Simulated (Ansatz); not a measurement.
## InAs: equation of state with PBEsol

The system is InAs.

```
CELL_PARAMETERS angstrom
0.00000 2.87730 2.87730
2.87730 0.00000 2.87730
2.87730 2.87730 0.00000
ATOMIC_POSITIONS crystal
In 0.50000 0.50000 0.50000
As 0.00000 0.00000 0.00000
```

Measurements of this composition are mostly on another form, of space group No. 216.

* Program: Ansatz 0.2.0
* Task: equation of state
* Functional: PBEsol
* Potentials or basis: Ansatz PAW
* Cutoff: 420 eV
* Density cutoff: 1680 eV
* k mesh: 8 × 8 × 8
* Occupations: fermi-dirac, width 0.05 eV
* Spin: no spin polarisation

```
Equilibrium volume                      : 22.60 Å³/atom
Bulk modulus                            : 71 GPa
Pressure derivative of the bulk modulus : 4.9
```

Energy against volume, from the lowest point:
| volume (Å³/atom) | energy (meV/atom) |
| --- | --- |
| 22.392 | 0.00 |
| 22.868 | 0.26 |
| 23.344 | 4.69 |
| 23.821 | 12.81 |
| 24.297 | 24.21 |
| 24.774 | 38.49 |
| 25.250 | 55.29 |

All runs of the series together: 7.4 s on 2 threads of Arm Neoverse V1 (shared host).
